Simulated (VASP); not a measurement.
The system is Pt.

```
CELL_PARAMETERS angstrom
0.00000 1.96090 1.96090
1.96090 0.00000 1.96090
1.96090 1.96090 0.00000
ATOMIC_POSITIONS crystal
Pt 0.00000 0.00000 0.00000
```

- Program: VASP 6.6.1
- Task: relaxation of cell and atoms
- Functional: BLYP
- Dispersion: D4
- Potentials or basis: VASP PAW PBE potentials, release 64 (Pt)
- Cutoff: 600 eV
- k mesh: 12 × 12 × 12
- Occupations: fermi-dirac, width 0.05 eV
- Spin: no spin polarisation

At the start: pressure 11.6 GPa; volume 15.08 Å³/atom.

Problem. Where does the relaxation end?

Solution. Over 4 steps the energy falls by 22.3 meV/atom and the volume is 15.72 Å³/atom (+4.3 %); space group Fm-3m (No. 225, to 0.05 Å).

Step by step:
| step | energy change (eV) | largest force (eV/Å) | pressure (GPa) | volume (Å³) |
| --- | --- | --- | --- | --- |
| 1 | 0.0000 | 0.0000 | 11.61 | 15.08 |
| 2 | 0.1109 | 0.0000 | -20.30 | 17.59 |
| 3 | -0.0222 | 0.0000 | -0.63 | 15.76 |
| 4 | -0.0223 | 0.0000 | 0.07 | 15.72 |

Final structure:
```
Pt
1.0
     0.00000    1.98835    1.98835
     1.98835    0.00000    1.98835
     1.98835    1.98835    0.00000
Pt
1
Cartesian
  0.0000 0.0000 0.0000
```

Caveat: the PAW data sets were made with another functional, which shifts forces and pressure a little; pairwise dispersion overbinds metals, which lowers pressure and volume.
